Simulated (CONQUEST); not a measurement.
# PbS (Galena) under changes of volume

One of the cells (26.086 Å³/atom); the others are scaled copies at fixed shape and fractional positions:

```
Pb S
1.0
     4.19420    0.00000    0.00000
     0.00000    4.19420    0.00000
     0.00000    0.00000    5.93150
Pb S
2 2
Cartesian
  0.0000 0.0000 0.0000
  2.0971 2.0971 2.9657
  0.0000 0.0000 2.9657
  2.0971 2.0971 0.0000
```

- Program: CONQUEST 1.3
- Functional: PBE
- Potentials or basis: PseudoDojo NC PBE, DZP, grid of 40 × 40 × 60 points
- k mesh: 6 × 6 × 5
- Occupations: fermi-dirac, width 0.05 eV
- Spin: no spin polarisation

```csv
volume (Å³/atom),energy over the lowest point (meV/atom),pressure (GPa)
24.521,58.55,7.4
25.042,37.36,5.6
25.564,21.50,4.2
26.086,10.18,2.8
26.607,3.10,1.6
27.129,0.00,0.4
27.651,?,?
```

Question: What does the run at 27.651 Å³/atom give?

Answer: Energy over the lowest point 0.38 meV/atom; pressure -0.6 GPa.

Worked out: A Birch-Murnaghan fit of order 3 (a polynomial in V^(-2/3)) to the other rows has its minimum at 27.33 Å³/atom, just outside them, with B0 = V·E''(V) = 54 GPa and B' = 4.0. It gives 0.32 meV/atom at 27.651 Å³/atom, against the run's 0.38, and -dE/dV = -0.6 GPa, against -0.6.

Energies are extrapolated to zero smearing.

Caveats: the basis of atomic orbitals isn't converged, which shifts pressures, moduli and gaps; the real-space grid breaks the cell's symmetry a little (some runs).
